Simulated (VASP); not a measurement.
# As (R-3m) in VASP: further runs, part 2 of 2

VASP 6.6.1. Earlier steps stand in the parts before.

**3. Relaxation of cell and atoms, PBE**

This run uses another cell than the first one, of 22.61 Å³/atom, 1.050 times its volume.

Input file INCAR:

```
PREC = Accurate
ENCUT = 600
EDIFF = 1E-7
ISMEAR = 1
SIGMA = 0.1
LREAL = False
LASPH = True
NELM = 80
ALGO = Normal
ISIF = 3
LWAVE = False
LCHARG = False
GGA = PE
IBRION = 2
NSW = 90
EDIFFG = -0.005
```

Input file KPOINTS:

```
regular mesh
0
Gamma
  12 12 12
```

Input file POSCAR:

```
As                                      
1.0
    1.9081844323      1.1016907956      3.5855084418
   -1.9081844323      1.1016907956      3.5855084418
    0.0000000000     -2.2033815913      3.5855084418
  As            
     2
Direct
     0.7731766029391122    0.7731766029391122    0.7731766029391107
     0.2268233970608877    0.2268233970608877    0.2268233970608891
```

Potentials or basis: VASP PAW PBE potentials, release 64 (As).

Run with:

```
$ cat potpaw_PBE.64/As/POTCAR > POTCAR
$ mpirun -np 1 vasp_std > vasp.out
```

Run time: 81 s. Hardware: 1 thread of Intel Xeon 6975P-C (Granite Rapids), shared host; peak memory 0.26 GiB.

The run converged. Its results:

```yaml
Free_energy: -9.3435 eV
Relaxed_volume: 22.62 Å³/atom
Relaxed_cell: a = 4.209 Å, b = 4.209 Å, c = 4.209 Å, α = 53.91°, β = 53.91°, γ = 53.91°
Space_group_after_relaxing_to_0.05_Å: R-3m (No. 166)
Energy_gained_by_relaxing: 0.0 meV/atom
Ionic_steps: 4
Pressure_after_relaxing: 0.0 GPa
Band_gap_on_the_k_mesh: none (metal or under the smearing width)
```

Final structure:
```yaml
crystal:
  lattice:
    - [1.90809, 1.10164, 3.58636]
    - [-1.90809, 1.10164, 3.58636]
    - [0.00000, -2.20327, 3.58636]
  atoms:
    - { symbol: As, position: [0.77324, 0.77324, 0.77324] }
    - { symbol: As, position: [0.22676, 0.22676, 0.22676] }
```

Levels at points of the mesh, in eV from the Fermi level:
```
           k point  band 3  band 4  band 5  band 6  band 7  band 8
(0.00, 0.00, 0.00)   -2.40   -1.87   -1.87    1.67    2.84    2.84
(0.50, 0.00, 0.00)   -2.68   -2.65   -0.41   -0.28    0.40    1.41
(0.50, 0.50, 0.00)   -5.70   -3.98   -3.86    1.65    5.16    6.62
(0.50, 0.50, 0.50)   -1.61   -1.61   -0.64    0.84    0.84    1.70
```

**4. Relaxation of cell and atoms, LDA**

Input file INCAR:

```
ALGO = Normal
EDIFF = 1E-6
EDIFFG = -0.01
ENCUT = 600
IBRION = 2
ISIF = 3
ISMEAR = 1
KPAR = 2
LASPH = True
LCHARG = False
LREAL = False
LWAVE = False
NELM = 80
NSW = 90
PREC = Accurate
SIGMA = 0.1
```

Input file KPOINTS:

```
k-points
0
Gamma
  12 12 12
```

Input file POSCAR:

```
As
1.0
    1.8807968987      1.0858785957      3.5140619945
   -1.8807968987      1.0858785957      3.5140619945
    0.0000000000     -2.1717571915      3.5140619945
As
2
Direct
    0.7740000000      0.7740000000      0.7740000000
    0.2260000000      0.2260000000      0.2260000000
```

Potentials or basis: VASP PAW LDA potentials, release 64 (As).

Run with:

```
$ cat potpaw_LDA.64/As/POTCAR > POTCAR
$ mpirun -np 2 vasp_std > vasp.out
```

OUTCAR:

```text
EDIFF = 1E-6
   EDIFFG = -0.01
   ENCUT = 600
   IBRION = 2
   ISIF = 3
   ISMEAR = 1
   LASPH = True
   LREAL = False
   NELM = 80
   NSW = 90
   PREC = Accurate

 ion  position               nearest neighbor table
   1  0.774  0.774  0.774-   2 2.51   2 2.51   2 2.51
   2  0.226  0.226  0.226-   1 2.51   1 2.51   1 2.51

  LATTYP: Found a trigonal (rhomboedric) cell.
 ALAT       =     4.1310000000
 COS(alpha) =     0.5854247172

  Lattice vectors:

 A1 = (   1.8807968987,   1.0858785957,   3.5140619945)
 A2 = (  -1.8807968987,   1.0858785957,   3.5140619945)
 A3 = (   0.0000000000,  -2.1717571915,   3.5140619945)

Analysis of symmetry for initial positions (statically):
=====================================================================
 Subroutine PRICEL returns:
 Original cell was already a primitive cell.

[... 365 lines left out ...]
 E-fermi :   6.0019     XC(G=0): -10.4078

 val. band max:        5.8290065332   @ k =   0.4167   0.3333   0.3333
 cond. band min:       6.0123237456   @ k =   0.4167   0.0833   0.0833
 fundamental gap:      0.1833172123
 Fermi energy:         6.0018608281

 k-point     1 :       0.0000    0.0000    0.0000
  band No.  band energies     occupation
      1      -9.3249      2.00000
      2       0.4824      2.00000
      3       3.6077      2.00000
      4       3.8618      2.00000
      5       3.8618      2.00000
      6       8.1674      0.00000
      7       9.1617      0.00000
      8       9.1617      0.00000
      9      12.4165      0.00000
[... 265 lines left out ...]
 k-point    24 :      -0.4167    0.1667    0.0000
  band No.  band energies     occupation
      1      -6.2068      2.00000
      2      -5.2472      2.00000
      3       1.3497      2.00000
      4       3.1720      2.00000
      5       3.9512      2.00000
      6       7.1353     -0.00000
      7       7.4936     -0.00000
      8       9.6280      0.00000
      9      14.0838      0.00000

 [... further k-points ...]
[... 5 lines left out ...]
  --------------------------------------------------------------------------------------
  -------------------------------------------------------------------------------------
  Total       -0.0013840     -0.0013840      0.0039305      0.0000000     -0.0000000      0.0000000
  in kB       -0.0542944     -0.0542944      0.1541917      0.0000000     -0.0000000      0.0000000
  external PRESSURE =       0.0152010 kB  Pullay stress =       0.0000000 kB
[... 17 lines left out ...]
  FREE ENERGIE OF THE ION-ELECTRON SYSTEM (eV)
  ---------------------------------------------------
  free  energy   TOTEN  =       -10.7859674716 eV

  energy  without entropy=      -10.7859648611  energy(sigma->0) =      -10.78596660

 reached required accuracy - stopping structural energy minimisation
```

Run time: 2.1 min. Hardware: 2 MPI ranks of Intel Xeon 6975P-C (Granite Rapids), shared host; peak memory 0.21 GiB.

What came out:

```yaml
Free_energy: -10.7860 eV
Relaxed_volume: 20.42 Å³/atom
Relaxed_cell: a = 3.971 Å, b = 3.971 Å, c = 3.971 Å, α = 56.65°, β = 56.65°, γ = 56.65°
Space_group_after_relaxing_to_0.05_Å: R-3m (No. 166)
Energy_gained_by_relaxing: 14.9 meV/atom
Ionic_steps: 12
Pressure_after_relaxing: 0.0 GPa
Band_gap_on_the_k_mesh: none (metal or under the smearing width)
```

Step by step:
```tsv
step	energy change (eV)	largest force (eV/Å)	pressure (GPa)	volume (Å³)
1	0.0000	0.3350	-0.88	43.06
2	-0.0126	0.1889	-0.46	42.33
3	-0.0198	0.0275	0.38	41.19
4	-0.0271	0.0890	-0.18	41.07
5	-0.0287	0.1174	-0.51	40.99
6	-0.0282	0.0854	0.87	40.39
7	-0.0296	0.0268	0.09	40.72
8	-0.0297	0.0117	-0.02	40.81
9	-0.0297	0.0093	-0.04	40.82
10	-0.0297	0.0073	0.05	40.81
11	-0.0297	0.0040	0.04	40.81
12	-0.0297	0.0012	0.00	40.84
```

Final structure:
```
CELL_PARAMETERS angstrom
1.88400 1.08773 3.32157
-1.88400 1.08773 3.32157
0.00000 -2.17545 3.32157
ATOMIC_POSITIONS crystal
As 0.76909 0.76909 0.76909
As 0.23091 0.23091 0.23091
```
